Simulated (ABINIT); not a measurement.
# Ta (Im-3m) in ABINIT: notebook

One crystal, Ta, is run at these levels: PBEsol, LDA; tasks: phonons at a zone-boundary q, optical spectrum.

All numbers are computed with ABINIT 10.8.3 (patched build); they aren't measurements. Logs are shortened: lines on timing, memory, paths and dates and some standing lists are left out, and cuts for length are marked. The log counts tension as positive stress, the text compression.

### Step 1. The structure

Symmetry: Im-3m, No. 229, cubic system. The conventional cell has a = 3.303 Å, b = 3.303 Å, c = 3.303 Å, α = 90.00°, β = 90.00°, γ = 90.00°. Ta (site symmetry m-3m) is surrounded by 8 Ta at 2.86 Å.

### Step 2. Phonons at a zone-boundary q, PBEsol (cell relaxed at zero pressure by an earlier run)

File run.abi:

```
ndtset 2

pp_dirpath "./"
pseudos "Ta.upf"

acell 3*1.0
rprim
    -3.0919917114     3.0919917114     3.0919917114
     3.0919917114    -3.0919917114     3.0919917114
     3.0919917114     3.0919917114    -3.0919917114
ntypat 1
znucl 73
natom 1
typat 1
chkprim 0
chksymtnons 0
tolsym 1.0e-6
xred
            0.0            0.0            0.0

ecut 29.0
ecutsm 0.5

ngkpt 12 12 12
nshiftk 1
shiftk 0.0 0.0 0.0

ixc -116133

nband 15
occopt 3
tsmear 0.00367493

nstep 80

prteig 0
prtebands 0
prtwf 0
prtden 0
prtpot 0

kptopt1 1
tolvrs1 1.0e-15
prtwf1 1
tolwfr1 1.0e-14
nbdbuf1 4
nline1 6

rfphon2 1
rfatpol2 1 1
rfdir2 1 1 1
getwfk2 1
kptopt2 3
nqpt2 1
qpt2 1/4 1/4 1/4
tolvrs2 1.0e-9
```

Potentials or basis: PseudoDojo NC SR PBEsol v0.4.1 standard.

Run with:

```console
$ abinit run.abi > log 2>&1
```

run.abo:

```text
.Version 10.8.3 of ABINIT
 DATASET    1 : space group Im -3 m (#229); Bravais cI (body-center cubic)
================================================================================
 Values of the parameters that define the memory need for DATASET  1.
     intxc =       0    ionmov =       0      iscf =       7    lmnmax =       8
     lnmax =       8     mgfft =      27  mpssoang =       4    mqgrid =    3001
     natom =       1  nloc_mem =       1    nspden =       1   nspinor =       1
    nsppol =       1      nsym =      48    n1xccc =    2501    ntypat =       1
    occopt =       3   xclevel =       2
       mpw =         911          nfft =       19683          nkpt =          72
================================================================================
================================================================================

 DATASET    2 : space group Im -3 m (#229); Bravais cI (body-center cubic)
================================================================================
 Values of the parameters that define the memory need for DATASET  2 (RF).
     intxc =       0      iscf =       7    lmnmax =       8     lnmax =       8
     mgfft =      27  mpssoang =       4    mqgrid =    3001     natom =       1
  nloc_mem =       1    nspden =       1   nspinor =       1    nsppol =       1
      nsym =      48    n1xccc =    2501    ntypat =       1    occopt =       3
   xclevel =       2
      nfft =       19683          nkpt =        1728
================================================================================
================================================================================

--------------------------------------------------------------------------------
------------- Echo of variables that govern the present computation ------------
--------------------------------------------------------------------------------
 -outvars: echo values of preprocessed input variables --------
            acell      1.0000000000E+00  1.0000000000E+00  1.0000000000E+00 Bohr
              amu      1.80947900E+02
          chkprim           0
      chksymtnons           0
             ecut      2.90000000E+01 Hartree
           ecutsm      5.00000000E-01 Hartree
           getwfk1          0
           getwfk2          1
                       outvar_i_n : Printing only first  50 k-points.
              ixc     -116133
           jdtset        1    2
                       outvar_i_n : Printing only first  50 k-points.
           kptopt1          1
           kptopt2          3
         kptrlatt       12    0    0      0   12    0      0    0   12
          kptrlen      6.42658409E+01
            natom           1
            nband1         15
            nband2         15
           nbdbuf1          4
           nbdbuf2          2
           ndtset           2
            ngfft          27      27      27
             nkpt1         72
             nkpt2       1728
            nline1          6
            nline2          4
             nqpt1          0
             nqpt2          1
            nstep          80
             nsym          48
           ntypat           1
                       prtocc : prtvol=0, do not print more k-points.
                       prtocc : prtvol=0, do not print more k-points.
           occopt           3
        optdriver1          0
        optdriver2          1
           prtden           0
        prtebands           0
           prteig           0
            prtwf1          1
            prtwf2          0
              qpt1     0.00000000E+00  0.00000000E+00  0.00000000E+00
              qpt2     2.50000000E-01  2.50000000E-01  2.50000000E-01
           rfphon1          0
           rfphon2          1
            rprim     -3.0919917114E+00  3.0919917114E+00  3.0919917114E+00
                       3.0919917114E+00 -3.0919917114E+00  3.0919917114E+00
                       3.0919917114E+00  3.0919917114E+00 -3.0919917114E+00
          spgroup         229
           tolsym      1.00000000E-06
           tolvrs1     1.00000000E-15
           tolvrs2     1.00000000E-09
           tolwfr1     1.00000000E-14
           tolwfr2     0.00000000E+00
           tsmear      3.67493000E-03 Hartree
            typat      1
                       outvars : Printing only first  50 k-points.
            znucl       73.00000

================================================================================

 chkinp: Checking input parameters for consistency, jdtset=   1.

 chkinp: Checking input parameters for consistency, jdtset=   2.

================================================================================
== DATASET  1 ==================================================================

--- !DatasetInfo
iteration_state: {dtset: 1, }
dimensions: {natom: 1, nkpt: 72, mband: 15, nsppol: 1, nspinor: 1, nspden: 1, mpw: 911, }
cutoff_energies: {ecut:  29.0, pawecutdg:  -1.0, }
electrons: {nelect:   1.30000000E+01, charge:   0.00000000E+00, occopt:   3.00000000E+00, tsmear:   3.67493000E-03, }
[... 87 lines left out ...]

 cartesian coordinates (angstrom) at end:
    1      0.00000000000000     0.00000000000000     0.00000000000000

 cartesian forces (hartree/bohr) at end:
    1     -0.00000000000000    -0.00000000000000    -0.00000000000000
 frms,max,avg= 0.0000000E+00 0.0000000E+00   0.000E+00  0.000E+00  0.000E+00 h/b

 cartesian forces (eV/Angstrom) at end:
    1     -0.00000000000000    -0.00000000000000    -0.00000000000000
 frms,max,avg= 0.0000000E+00 0.0000000E+00   0.000E+00  0.000E+00  0.000E+00 e/A
 length scales=  1.000000000000  1.000000000000  1.000000000000 bohr
              =  0.529177210544  0.529177210544  0.529177210544 angstroms
 Fermi (or HOMO) energy (hartree) =   0.51002   Average Vxc (hartree)=  -0.49234
 Eigenvalues (hartree) for nkpt=  72  k points:
 kpt#   1, nband= 15, wtk=  0.00058, kpt=  0.0000  0.0000  0.0000 (reduced coord)
  -1.95346   -0.69925   -0.69925   -0.69925    0.21493    0.53642    0.53642    0.53642
   0.66024    0.66024    1.05080    1.05080    1.05080    1.47966    1.47966
      occupation numbers for kpt#   1
   2.00000    2.00000    2.00000    2.00000    2.00000    0.00152    0.00152    0.00152
   0.00000    0.00000    0.00000    0.00000    0.00000    0.00000    0.00000
 prteigrs : prtvol=0 or 1, do not print more k-points.

--- !EnergyTerms
iteration_state     : {dtset: 1, }
comment             : Components of total free energy in Hartree
kinetic             :  1.72043574910199E+01
hartree             :  7.16780413083129E+00
xc                  : -1.47213782800983E+01
Ewald energy        : -4.97276925662105E+01
psp_core            :  2.38662581265669E+00
local_psp           : -3.19377556340643E+01
non_local_psp       :  4.54737810709907E+00
internal            : -6.50806609387661E+01
'-kT*entropy'       : -1.63638565761758E-03
total_energy        : -6.50822973244237E+01
total_energy_eV     : -1.77097953027067E+03
band_energy         : -6.06375882742906E+00
...

 Cartesian components of stress tensor (hartree/bohr^3)
  sigma(1 1)= -4.86035150E-05  sigma(3 2)=  0.00000000E+00
  sigma(2 2)= -4.86035150E-05  sigma(3 1)=  0.00000000E+00
  sigma(3 3)= -4.86035150E-05  sigma(2 1)=  0.00000000E+00

-Cartesian components of stress tensor (GPa)         [Pressure=  1.4300E+00 GPa]
- sigma(1 1)= -1.42996478E+00  sigma(3 2)=  0.00000000E+00
- sigma(2 2)= -1.42996478E+00  sigma(3 1)=  0.00000000E+00
- sigma(3 3)= -1.42996478E+00  sigma(2 1)=  0.00000000E+00

================================================================================
== DATASET  2 ==================================================================

--- !DatasetInfo
iteration_state: {dtset: 2, }
dimensions: {natom: 1, nkpt: 1728, mband: 15, nsppol: 1, nspinor: 1, nspden: 1, mpw: 935, }
cutoff_energies: {ecut:  29.0, pawecutdg:  -1.0, }
electrons: {nelect:   1.30000000E+01, charge:   0.00000000E+00, occopt:   3.00000000E+00, tsmear:   3.67493000E-03, }
meta: {optdriver: 1, rfphon: 1, }
...

 mkfilename : getwfk/=0, take file _WFK from output of DATASET   1.

 Real(R)+Recip(G) space primitive vectors, cartesian coordinates (Bohr,Bohr^-1):
 R(1)= -3.0919917  3.0919917  3.0919917  G(1)=  0.0000000  0.1617081  0.1617081
 R(2)=  3.0919917 -3.0919917  3.0919917  G(2)=  0.1617081  0.0000000  0.1617081
 R(3)=  3.0919917  3.0919917 -3.0919917  G(3)=  0.1617081  0.1617081  0.0000000
 Unit cell volume ucvol=  1.1824287E+02 bohr^3
 Angles (23,13,12)=  1.09471221E+02  1.09471221E+02  1.09471221E+02 degrees
 setup1 : take into account q-point for computing boxcut.

 getcut: wavevector=  0.2500  0.2500  0.2500  ngfft=  27  27  27
         ecut(hartree)=     29.000   => boxcut(ratio)=   1.96416

--- Pseudopotential description ------------------------------------------------
- pspini: atom type   1  psp file is ./Ta.upf
  73.00000  13.00000  180301                  znucl, zion, pspdat
12 -116133 3 -1 1432                          pspcod,pspxc,lmax,lloc,mmax
     nproj     2     2     2     2

--------------------------------------------------------------------------------

 ==>  initialize data related to q vector <==

 The list of irreducible perturbations for this q vector is:
    1)    idir= 1    ipert=   1

================================================================================

 The perturbation idir=   2  ipert=   1 is
 symmetric of a previously calculated perturbation.
 So, its SCF calculation is not needed.

 The perturbation idir=   3  ipert=   1 is
 symmetric of a previously calculated perturbation.
 So, its SCF calculation is not needed.

--------------------------------------------------------------------------------
 Perturbation wavevector (in red.coord.)   0.250000  0.250000  0.250000
 Perturbation : displacement of atom   1   along direction   1
 Found     2 symmetries that leave the perturbation invariant.
 symkpt : the number of k-points, thanks to the symmetries,
 is reduced to   936 .

--------------------------------------------------------------------------------

--------------------------------------------------------------------------------

 dfpt_looppert : total number of electrons, from k and k+q
  fully or partially occupied states are    1.300000E+01 and    1.300000E+01.
 Initialisation of the first-order wave-functions :
  ireadwf=   0

--- !BeginCycle
iteration_state: {dtset: 2, }
solver: {iscf: 7, nstep: 80, nline: 4, wfoptalg: 0, }
tolerances: {tolvrs: 1.00E-09, }
...

     iter   2DEtotal(Ha)        deltaE(Ha) residm    vres2
-ETOT  1   5.4545730806256     -1.345E+03 3.784E+00 6.669E+03
 ETOT  2   3.5901288560377     -1.864E+00 5.258E-02 6.789E+02
 ETOT  3   3.3805166031444     -2.096E-01 1.631E-03 1.456E+00
 ETOT  4   3.3798932610894     -6.233E-04 1.613E-05 1.125E-02
 ETOT  5   3.3798852941260     -7.967E-06 3.231E-07 1.696E-04
 ETOT  6   3.3798853673321      7.321E-08 4.146E-09 4.472E-04
 ETOT  7   3.3798852133665     -1.540E-07 1.626E-10 5.349E-06
 ETOT  8   3.3798852114579     -1.909E-09 2.235E-12 5.725E-10

 At SCF step    8       vres2   =  5.73E-10 < tolvrs=  1.00E-09 =>converged.
================================================================================

 ----iterations are completed or convergence reached----

 Mean square residual over all n,k,spin=   66.449E-15; max=  22.349E-13

 2DEtotal=    0.3379885211E+01 Ha. Also 2DEtotal=    0.919713619561E+02 eV
    (2DErelax=   -1.3472219679E+03 Ha. 2DEnonrelax=    1.3506018531E+03 Ha)
    (  non-var. 2DEtotal :    3.3798905987E+00 Ha)

================================================================================

 ---- first-order wavefunction calculations are completed ----

 ==> Compute Derivative Database <==

  Dynamical matrix, in cartesian coordinates,
   if specified in the inputs, asr has been imposed
     j1       j2             matrix element
  dir pert dir pert     real part    imaginary part

   1    1   1    1         0.1178432594        -0.0000007496

   2    1   2    1         0.1178432594        -0.0000007496

   3    1   3    1         0.1178432594        -0.0000007496

  Phonon wavevector (reduced coordinates) :  0.25000  0.25000  0.25000
 Phonon energies in Hartree :
   5.977169E-04  5.977169E-04  5.977169E-04
 Phonon frequencies in cm-1    :
   1.311837E+02  1.311837E+02  1.311837E+02

== END DATASET(S) ==============================================================
================================================================================

 -outvars: echo values of variables after computation  --------
            acell      1.0000000000E+00  1.0000000000E+00  1.0000000000E+00 Bohr
           etotal1    -6.5082297324E+01
           etotal2     3.3798852115E+00
            fcart1    -0.0000000000E+00 -0.0000000000E+00 -0.0000000000E+00
            fcart2     0.0000000000E+00  0.0000000000E+00  0.0000000000E+00
            rprim     -3.0919917114E+00  3.0919917114E+00  3.0919917114E+00
                       3.0919917114E+00 -3.0919917114E+00  3.0919917114E+00
                       3.0919917114E+00  3.0919917114E+00 -3.0919917114E+00
           strten1    -4.8603514987E-05 -4.8603514987E-05 -4.8603514987E-05
                       0.0000000000E+00  0.0000000000E+00  0.0000000000E+00
           strten2     0.0000000000E+00  0.0000000000E+00  0.0000000000E+00
                       0.0000000000E+00  0.0000000000E+00  0.0000000000E+00
 Calculation completed.
```

Wall time 4.1 min (1 thread of Arm Neoverse V2, shared host); peak memory 0.68 GiB.

What came out:

```yaml
Free_energy: -1770.9795 eV
Pressure: 1.4 GPa
Band_gap_on_the_k_mesh: none (metal or under the smearing width)
Highest_phonon_frequency_at_the_q_point_run: 131 cm⁻¹
```

Phonon frequencies in cm⁻¹ (negative: imaginary):
```tsv
q point	frequencies
(0.250, 0.250, 0.250)	131 131 131
```

Spin-orbit coupling is left out, which matters for the levels of Ta.

(Continued in part 2 of 2.)
